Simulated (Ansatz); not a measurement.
# Tl in Ansatz: convergence with k mesh

Crystal: Tl.

```xyz
3
Lattice="1.7811 1.0283 8.2404 -1.7811 1.0283 8.2404 0.0000 -2.0566 8.2404" Properties=species:S:1:pos:R:3 pbc="T T T"
Tl    0.0000    0.0000   19.2593
Tl    0.0000    0.0000    5.4619
Tl    0.0000    0.0000    0.0000
```

This isn't the form of Tl at room conditions, which is hcp.

- Program: Ansatz 0.2.0
- Task: convergence study
- Functional: LDA
- Potentials or basis: Ansatz PAW
- Cutoff: 420 eV (not typed: the program's choice for these potentials)
- k mesh: 3 × 3 × 3
- Occupations: gaussian, width 0.1 eV
- Spin: spin-orbit coupling, no magnetisation

These are the settings of the first run; the series varies k mesh, with any setting tied to it.

Hardware: 2 threads of Arm Neoverse V1 (shared host).

**Question.** The values tried are 3 × 3 × 3, 4 × 4 × 4, 5 × 5 × 5, 6 × 6 × 6, 8 × 8 × 8, 10 × 10 × 10, 12 × 12 × 12, 14 × 14 × 14, loosest first. From which on does the pressure stay within 0.1 GPa of the tightest run that finished?

**Answer.** From 8 × 8 × 8 on.

```csv
k mesh,"energy less the tightest run, at zero smearing (meV/atom)",pressure (GPa),largest force (eV/Å),SCF cycles,CPU time (s),peak memory (GiB)
3 × 3 × 3,225.67,-2.64,0.033,8,5.3,0.44
4 × 4 × 4,46.37,-3.46,0.160,7,8.8,0.47
5 × 5 × 5,-5.74,-3.73,0.075,8,13,0.5
6 × 6 × 6,-11.20,-3.89,0.027,7,19,0.55
8 × 8 × 8,5.93,-3.73,0.000,8,38,0.69
10 × 10 × 10,-2.27,-3.76,0.007,8,68,0.91
12 × 12 × 12,-0.25,-3.79,0.013,8,110,1.2
14 × 14 × 14,0.00,-3.78,0.015,8,170,1.6
```

Against the tightest run, the energy stays within 1 meV/atom from 12 × 12 × 12 on; the largest force stays within 0.005 eV/Å from 12 × 12 × 12 on. Meshes of other sizes hit other points, so gaps and Fermi surfaces needn't settle smoothly. The tightest run that finished is the yardstick and may itself not be fully converged.

Caveat, for the tightest run too: the PAW data sets come from PBE, with cores solved anew for the run's functional, which leaves a small shift of forces and pressure.
